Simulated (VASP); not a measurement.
Computed with PBEsol GGA, VASP's PBE PAW potentials (set 64) (plane waves; VASP).

A VASP calculation is set up with these files.

INCAR:
```
! general
SYSTEM  = CsI
PREC    = Accurate
ENCUT   = 480
LREAL   = .False.
LASPH   = .True.

! electronic loop
EDIFF   = 1E-7
NELM    = 100
ALGO    = Normal
LMAXMIX = 4

! smearing
ISMEAR  = 0
SIGMA   = 0.05

! functional
GGA     = PS

! ions
ISIF    = 2

! output
LWAVE   = .False.
LCHARG  = .False.
```

**POSCAR**
```
CsI
1.0
  4.5164468142   0.0000000000   0.0000000000
  0.0000000000   4.5164468142   0.0000000000
  0.0000000000   0.0000000000   4.5164468142
Cs I
1 1
Cartesian
  0.0000000000   0.0000000000   0.0250000001
  2.2582234071   2.2582234071   2.2582234071
```

KPOINTS:
```
Automatic mesh
0
Gamma
6 6 6
0 0 0
```

POTCAR, in this order: Cs_sv I (PBE.64 set). Program: vasp_std.

What VASP printed:

File OSZICAR:
```
       N       E                     dE             d eps       ncg     rms          rms(c)
DAV:   1     0.920978394538E+02    0.92098E+02   -0.61369E+03   960   0.104E+03
DAV:   2     0.121111659000E+01   -0.90887E+02   -0.85301E+02  1408   0.165E+02
DAV:   3    -0.580845788378E+01   -0.70196E+01   -0.70011E+01  1200   0.529E+01
DAV:   4    -0.590404857584E+01   -0.95591E-01   -0.95565E-01  1136   0.763E+00
DAV:   5    -0.590528481980E+01   -0.12362E-02   -0.12362E-02  1192   0.902E-01    0.140E+00
DAV:   6    -0.579622132066E+01    0.10906E+00   -0.14563E-01  1040   0.186E+00    0.102E+00
DAV:   7    -0.577225612081E+01    0.23965E-01   -0.11512E-01  1072   0.169E+00    0.486E-01
DAV:   8    -0.577412635971E+01   -0.18702E-02   -0.76443E-03  1092   0.567E-01    0.851E-02
DAV:   9    -0.577435726905E+01   -0.23091E-03   -0.58360E-04  1140   0.167E-01    0.601E-02
DAV:  10    -0.577442409883E+01   -0.66830E-04   -0.11365E-04  1100   0.647E-02    0.129E-02
DAV:  11    -0.577442279807E+01    0.13008E-05   -0.35608E-05  1108   0.312E-02    0.426E-03
DAV:  12    -0.577442292825E+01   -0.13018E-06   -0.30244E-06  1160   0.114E-02    0.103E-03
DAV:  13    -0.577442295841E+01   -0.30161E-07   -0.12185E-07   868   0.253E-03
   1 F= -.57744230E+01 E0= -.57744230E+01  d E =-.231760E-15
```

**OUTCAR**
```
------------------------ aborting loop because EDIFF is reached ----------------------------------------
  FORCE on cell =-STRESS in cart. coord.  units (eV):
  Direction    XX          YY          ZZ          XY          YZ          ZX
  --------------------------------------------------------------------------------------
  Total       -0.0156339     -0.0156339     -0.0167669      0.0000000      0.0000000     -0.0000000
  in kB       -0.2718860     -0.2718860     -0.2915902      0.0000000      0.0000000     -0.0000000
  external PRESSURE =      -0.2784540 kB  Pullay stress =       0.0000000 kB
  volume of cell :       92.13
      direct lattice vectors                 reciprocal lattice vectors
     4.516446814  0.000000000  0.000000000     0.221412991  0.000000000  0.000000000
     0.000000000  4.516446814  0.000000000     0.000000000  0.221412991  0.000000000
     0.000000000  0.000000000  4.516446814     0.000000000  0.000000000  0.221412991
 POSITION                                       TOTAL-FORCE (eV/Angst)
 -----------------------------------------------------------------------------------
      0.00000      0.00000      0.02500        -0.000000      0.000000     -0.020055
      2.25822      2.25822      2.25822         0.000000     -0.000000      0.020055
 -----------------------------------------------------------------------------------
    total drift:                                0.000000      0.000000     -0.000163
  FREE ENERGIE OF THE ION-ELECTRON SYSTEM (eV)
  ---------------------------------------------------
  free  energy   TOTEN  =        -5.7744229584 eV

  energy  without entropy=       -5.7744229584  energy(sigma->0) =       -5.77442296
```
(Selected blocks of OUTCAR.)

### OUTCAR
```
 val. band max:        0.8987901445   @ k =   0.5000   0.5000   0.0000

 cond. band min:       4.7092475519   @ k =   0.0000   0.0000   0.0000


 Fermi energy:         1.1639622128

 k-point     1 :       0.0000    0.0000    0.0000
  band No.  band energies     occupation
      1     -19.4220      2.00000
      2      -9.8486      2.00000
      3      -6.1009      2.00000
      4      -6.1009      2.00000
      5      -6.1008      2.00000
      6       0.8140      2.00000
      7       0.8144      2.00000
      8       0.8144      2.00000
      9       4.7092      0.00000
     10       4.9210      0.00000
     11       4.9224      0.00000
     12       8.7121      0.00000

 k-point     2 :       0.1667    0.0000    0.0000
  band No.  band energies     occupation
      1     -19.4147      2.00000
      2      -9.8524      2.00000
      3      -6.1451      2.00000
      4      -6.0824      2.00000
      5      -6.0822      2.00000
      6       0.2958      2.00000
      7       0.7695      2.00000
      8       0.7695      2.00000
      9       5.0946      0.00000
     10       5.2883      0.00000
     11       5.6053      0.00000
     12       8.6210      0.00000

 k-point     3 :       0.0000    0.0000    0.1667
  band No.  band energies     occupation
      1     -19.4147      2.00000
      2      -9.8524      2.00000
      3      -6.1450      2.00000
      4      -6.0824      2.00000
      5      -6.0824      2.00000
      6       0.2956      2.00000
      7       0.7696      2.00000
      8       0.7696      2.00000
      9       5.0937      0.00000
     10       5.2879      0.00000
     11       5.6068      0.00000
     12       8.6211      0.00000

 k-point     4 :       0.3333    0.0000    0.0000
  band No.  band energies     occupation
      1     -19.4000      2.00000
      2      -9.8630      2.00000
      3      -6.2176      2.00000
      4      -6.0446      2.00000
      5      -6.0446      2.00000
      6      -0.4710      2.00000
...
```

Unless said otherwise, spin-orbit coupling is left out, though it shifts the bands of the heavy elements here.

The compound is CsI in the CsCl type structure. This cell was strained or had an atom moved on purpose.
